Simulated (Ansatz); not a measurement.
Input and output of a one-shot G0W0 calculation on GaN (started from an entry of an open crystallographic database) (Ansatz, G0W0@r2SCAN with 70 empty bands, a screening cutoff of 140 eV and a 6×6×6 mesh). Cell and atoms come from a relaxation with r2SCAN.

```yaml
crystal:
  lattice:
    - [0.0, 2.1085153661, 2.1085153661]
    - [2.1085153661, 0.0, 2.1085153661]
    - [2.1085153661, 2.1085153661, 0.0]
  atoms:
    - { symbol: Ga, position: [0.5, 0.5, 0.5] }
    - { symbol: "N", position: [0.0, 0.0, 0.0] }
kpoints:
  mp_grid: { grid: [6, 6, 6] }
hamiltonian:
  xc: r2scan
scf:
  occupations: { method: fixed }
gw:
  n_empty_bands: 70
  ecut_chi: 140
  qp_bands: [v2, c2]
  qp_kpoints: band_edges
  screening: { model: contour_deformation }
```

In the abridged output below, numbers in square brackets stand for lines, or ends of lines, that were taken out.
```
Functional definition: r2SCAN
Crystal: 2 atoms, lattice volume = 18.748 Å³
Basis set: ecut = 500 eV, 531 PW (Γ)
Bands: 13, of which v1, the nominal top of the filled ones, is band 9 counted from 1 (8 counted from 0)
Symmetry: 48 space group operations
Space group: Fm-3m (ITA 225)
[1]
SCF converged after 8 iterations
Free energy (F): -4175.427018 eV
Fermi energy:    13.076329 eV
--- G₀W₀: contour deformation, 7 samples at zero and on the imaginary axis and 3 off it, 216 q-points, 70 empty bands' worth ---
    ik  band        ε_KS         Σx   Σc(E_QP)       V_xc       Z   E_QP_lin       E_QP  E_QP is
     0     8     12.5475   -21.5855     3.0097   -18.4191  0.7815    12.3906    12.3908  root
     0     9     12.5475   -21.5855     3.0097   -18.4191  0.7815    12.3906    12.3908  root
     0    10     15.9215   -13.6424    -4.0518   -18.2496  0.8119    16.4787    16.4769  root
     0    11     28.4496    -8.4087    -5.4871   -14.0472  0.8132    28.6012    28.6010  root
     1     8     12.6080   -22.0937     3.0358   -18.8841  0.7825    12.4341    12.4344  root
     1     9     12.6080   -22.0937     3.0358   -18.8841  0.7825    12.4341    12.4344  root
     1    10     17.8141   -13.2448    -4.3239   -18.1612  0.8029    18.4091    18.4066  root
     1    11     24.7357    -8.0142    -5.6621   -13.8629  0.8027    24.9226    24.9223  root
     2     8     12.7735   -23.1485     3.0777   -19.8707  0.7846  [2]
     2     9     12.7735   -23.1485     3.0777   -19.8707  0.7846    12.5730    12.5733  root
     2    10     18.7564   -10.3410    -4.6311   -15.2920  0.8158    19.0771    19.0763  root
     2    11     23.3230   -10.6841    -6.2809   -17.5651  0.7625    23.9267    23.9232  root
     3     8     12.8829   -23.7265     3.0977   -20.4200  0.7856    12.6737    12.6741  root
     3     9     12.8829   -23.7265     3.0977   -20.4200  0.7856    12.6737    12.6741  root
     3    10     18.4585    -9.0626    -4.5515   -13.8020  0.8250  [3]
     3    11     22.9268    -8.1795    -5.3518   -13.8034  0.8174    23.1995    23.1989  root
     5     8     11.5668   -21.9378     3.2659   -18.3965  0.7786    11.2906    11.2914  root
     5     9     11.7081   -22.4920     3.2125   -18.9847  0.7810    11.4124    11.4133  root
     5    10     19.1038   -12.0544    -4.8516   -17.4854  0.8026    19.6863    19.6833  root
     5    11     22.0601    -9.0125    -5.3253   -14.6314  0.8050    22.3546    22.3538  root
     7     8     10.3594   -22.1169     3.5126   -18.2068  0.7718     9.9600     9.9620  root
     7     9     12.7297   -23.4160     3.0841   -20.1075  0.7856    12.5050    12.5054  root
     7    10     20.1153    -8.8748    -4.9226   -14.0330  0.8182    20.3514    20.3509  root
     7    11     21.0564   -11.8019    -5.4535   -17.8965  0.7846    21.7019    21.6974  root
     8     8     10.9590   -21.6119     3.3949   -17.8900  0.7746    10.6307    10.6320  root
     8     9     13.0763   -23.0866     2.9926   -19.9313  0.7850    12.9135    12.9137  root
     8    10     19.5656   -12.5295    -4.8868   -18.0338  0.7921    20.1865    20.1830  root
     8    11     23.1288    -8.9920    -5.7422   -15.0759  0.7977  [4]
    10     8      8.9261   -21.0471     3.6704   -16.9425  0.7611     8.4899     8.4919  root
    10     9     10.5328   -21.4270     3.4398   -17.6510  0.7719  [5]
    10    10     16.1889   -11.6410    -4.2457   -16.3237  0.8238    16.6271    16.6259  root
    10    11     22.4554    -9.0452    -4.9823   -14.1998  0.8140    22.6279    22.6276  root
    12     8      9.9272   -20.8186     3.5397   -16.9396  0.7658     9.5864     9.5878  root
    12     9      9.9272   -20.8186     3.5397   -16.9396  0.7658     9.5864     9.5878  root
    12    10     14.2308   -11.6880    -4.0225   -16.0800  0.8313    14.6009    14.6003  root
    12    11     21.5369    -9.0000    -4.5769   -13.5721  0.8323    21.5320    21.5320  root
```

The points are ik 0 = (0, 0, 0) (Γ), ik 1 = (0, 0, 1/6), ik 2 = (0, 0, 1/3), ik 3 = (0, 0, -1/2), ik 5 = (0, 1/6, 1/3), ik 7 = (0, 1/6, -1/3), ik 8 = (0, 1/6, -1/6), ik 10 = (0, 1/3, -1/2), ik 12 = (0, -1/2, -1/2); band 9 is the last filled one.

Question: Give the withheld lines. They hold quasiparticle rows, the count of irreducible k points.

Answer:
```
[1]
k-points: 16 of 216
[2]
     2     8     12.7735   -23.1485     3.0777   -19.8707  0.7846    12.5730    12.5733  root
[3]
     3    10     18.4585    -9.0626    -4.5515   -13.8020  0.8250    18.6467    18.6464  root
[4]
     8    11     23.1288    -8.9920    -5.7422   -15.0759  0.7977    23.4714    23.4706  root
[5]
    10     9     10.5328   -21.4270     3.4398   -17.6510  0.7719    10.1952    10.1966  root
```
The trailing digits, and the zero of the energies, depend on the potentials and thresholds.

G0W0 moves the gap on the mesh from 1.15 eV (r2SCAN) to 1.69 eV (k = (0, 1/6, -1/6) to k = (0, -1/2, -1/2)). Renormalisation factors Z lie between 0.76 and 0.83. G0W0 here is at a finite number of bands, screening cutoff and k mesh, not at the basis limit.

Command: `ansatz run input.yaml --threads 2 --pin off --max-ram 3686MiB --backend cpu --events-out ev --progress --plain --runs-dir out`. It took 13 s on 2 threads of Arm Neoverse V2 (shared host), load about 0.5 per core; peak host memory 0.34 GiB.

The values are computed, spin-unpolarised, and not measurements.

With a shallow d shell on the cation, G0W0 converges slowly in bands and cutoff, so these values are in doubt.
